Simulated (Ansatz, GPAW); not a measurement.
This is a calculation of Cu (Copper) for GPAW 26.7.0 (ASE script). 

File run.py:

```python
from ase.dft.bandgap import bandgap
from ase.io import read, write
from ase.units import GPa
from gpaw import GPAW, PW

atoms = read('Cu.xyz')

calc = GPAW(mode=PW(600),
            xc='PBE',
            kpts={'size': (13, 13, 13), 'gamma': True},
            occupations={'name': 'methfessel-paxton', 'order': 0, 'width': 0.020999999999999998},
            nbands=14,
            convergence={'density': 1e-05, 'energy': 1e-05},
            maxiter=150,
            txt='gpaw.txt')
atoms.calc = calc
energy = atoms.get_potential_energy()
forces = atoms.get_forces()
stress = atoms.get_stress()
calc.write('gs.gpw')
write('result.traj', atoms)
print(f'Energy: {energy:.6f} eV')
print('Forces (eV/A):')
print(forces.round(4))
print('Stress (GPa):', (stress / GPa).round(3))
print('Fermi level:', round(calc.get_fermi_level(), 4), 'eV')
print(f'Gap: {bandgap(calc)[0]:.4f} eV, direct: {bandgap(calc, direct=True)[0]:.4f} eV')
```

Cu.xyz

```xyz
1
Lattice="0.0000000000 1.8075000000 1.8075000000 1.8075000000 0.0000000000 1.8075000000 1.8075000000 1.8075000000 0.0000000000" Properties=species:S:1:pos:R:3 pbc="T T T"
Cu     0.0000000000      0.0000000000      0.0000000000
```

Potentials or basis: GPAW PAW data sets (gpaw-data 1.2.1), pw.

Run with:

```console
$ OMP_NUM_THREADS=1 python run.py
```

Translate it to Ansatz 0.2.0. Potentials or basis there: all-electron LAPW, scalar-relativistic.

As run (cutoffs and basis follow the program's own potentials, and thresholds, step limits or extra output files can differ):

File input.yaml:

```yaml
crystal:
  lattice:
    - [0.0, 1.8075, 1.8075]
    - [1.8075, 0.0, 1.8075]
    - [1.8075, 1.8075, 0.0]
  atoms:
    - { symbol: Cu, position: [0.0, 0.0, 0.0] }
kpoints:
  mp_grid: { grid: [13, 13, 13] }
scf:
  occupations: { method: gaussian, width: 0.021 }
hamiltonian:
  xc: pbe
  pseudopotentials: { kind: all_electron, lapw: { basis_error: 0.001 } }
output:
  forces: true
  stress: true
  eigenvalues: true
```

Potentials or basis: all-electron LAPW, scalar-relativistic.

Command:

```bash
$ ansatz run input.yaml --threads 1 --pin off --max-ram 3072MiB --backend cpu --events-out ev --progress --plain --runs-dir out
```

Both were run:

|  | GPAW | Ansatz |
| --- | --- | --- |
| Pressure | 3.1 GPa | 1.7 GPa |

Where Ansatz's input types no cutoff or centring, it takes its own default and a Γ-centred mesh.

The two runs disagree by more than potentials and bases usually give (in gap, levels, pressure or energy); the cause wasn't traced.

Pressure is positive in compression.
